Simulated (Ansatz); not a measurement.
Crystal: MnS.

```
Mn S
1.0
     3.95358    0.00000    0.00000
    -1.97679    3.42390    0.00000
     0.00000    0.00000    6.34253
Mn S
2 2
Direct
  0.66667 0.33333 0.49884
  0.33333 0.66667 0.99884
  0.33333 0.66667 0.62615
  0.66667 0.33333 0.12615
```

The cell is a database's computed one.

Alike in all runs: program Ansatz 0.2.0; functional PBEsol; potentials or basis Ansatz PAW; cutoff 420 eV (not typed: the program's choice for these potentials); k mesh 7 × 7 × 4; occupations fermi-dirac, width 0.05 eV.

Only the start or the spin constraint differs. Which run ends lowest in energy?
A. collinear spin, ferromagnetic start of up to 2 μB; fixed moment 4
B. collinear spin, ferromagnetic start of up to 5 μB; fixed moment 10
C. collinear spin, ferromagnetic start of up to 1 μB; fixed moment 2
D. collinear spin, program default start; fixed moment 0
E. collinear spin, ferromagnetic start of up to 3 μB; fixed moment 6
F. collinear spin, ferromagnetic start of up to 4 μB; fixed moment 8

B.

```tsv
start	free energy over the lowest (meV/atom)	net moment (μB)	site or absolute moments (μB)	gap
collinear spin, ferromagnetic start of up to 1 μB; fixed moment 2	675.6	2.00	Mn +1.02; S -0.07	-
collinear spin, ferromagnetic start of up to 3 μB; fixed moment 6	321.4	6.00	Mn +2.81; S -0.09	-
collinear spin, ferromagnetic start of up to 2 μB; fixed moment 4	525.8	4.00	Mn +1.97; S -0.11	-
collinear spin, ferromagnetic start of up to 4 μB; fixed moment 8	112.4	8.00	Mn +3.52; S -0.01	-
collinear spin, ferromagnetic start of up to 6 μB; fixed moment 12	1525.9	12.00	Mn +4.27; S +0.50	-
collinear spin, ferromagnetic start of up to 5 μB; fixed moment 10	0.0	10.00	Mn +4.13; S +0.14	-
collinear spin, program default start; fixed moment 0	736.8	0.00	-	-
collinear spin, ferromagnetic start of up to 8 μB; fixed moment 16	5180.9	16.00	Mn +4.57; S +1.22	-
```

All polarised runs hold their moment fixed, so the table maps the energy against it. A still lower state may exist.

Caveats: the total moment is fixed, so each spin has its own Fermi level.
